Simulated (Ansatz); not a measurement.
Predict the output of the script below (Ansatz's Python interface).

Input file `kbr.vasp`:
```text
KBr
1.0
   4.04349900    0.00000000    0.00000000
   0.00000000    4.04349900    0.00000000
   0.00000000    0.00000000    4.04349900
K Br
1 1
Direct
   0.00000000    0.00000000    0.00000000
   0.50000000    0.50000000    0.50000000
```

`edit.py`
```python
'''Editing single keys of the input for KBr.'''

import ansatz as az
from ase.io import read
from tabulate import tabulate

atoms = read('kbr.vasp', format='vasp')
crystal = az.Crystal.from_ase(atoms)

calc = (
    crystal.calculation()
    .occupations('Fixed')
    .kpoints(density=2.3)
    .functional('r2scan')
    .band_table()
)
typed = calc.input()
rows = []
for value in [0.0001, 1e-06, 1e-08]:
    edited = typed.set(az.key.scf.convergence.dr2_threshold, value)
    report = az.Session.from_dict(edited).plan().execute().report
    rows.append((value, report['free_energy_ev'], report['n_iterations'], len(report['eigenvalues_ev'][0]) if 'eigenvalues_ev' in report else 0))
print(tabulate(rows, headers=['threshold eV', 'F eV', 'iterations', 'bands listed'], floatfmt='.4f', tablefmt='simple'))
print(edited.to_yaml())
```

Running `python edit.py` prints:
```text
DeckWarning: basis.ecutwfc = 500 eV, auto-derived from the records' recommended cutoffs: set by K (their level for a meta-GGA)
  threshold eV        F eV    iterations    bands listed
--------------  ----------  ------------  --------------
        0.0001  -4339.1962             6              12
        0.0000  -4339.1962             6              12
        0.0000  -4339.1962             6              12
crystal:
  lattice:
    - [4.043499, 0.0, 0.0]
    - [0.0, 4.043499, 0.0]
    - [0.0, 0.0, 4.043499]
  atoms:
    - { symbol: K, position: [0.0, 0.0, 0.0] }
    - { symbol: Br, position: [0.5, 0.5, 0.5] }
kpoints:
  mp_grid:
    kspacing: 0.4347826086956522
hamiltonian:
  xc: r2scan
scf:
  occupations:
    method: fixed
  convergence:
    dr2_threshold: 1.0e-08
output:
  eigenvalues: true
```
(Warnings from the package without file and line, repeats left out.)

Notes:
- Total energies depend on the potentials; only differences at equal settings carry meaning. A total without «per atom» is that of the cell as typed.
- The structure comes from a database of computed cells and needn't be a stable or known phase.
- It ran for 5.3 s on 1 thread of AMD EPYC 7R43 64-Core Processor (Zen 3), on a shared host, peak memory 0.5 GiB.

(Lines on the test bed's own set-up are left out of the output.)
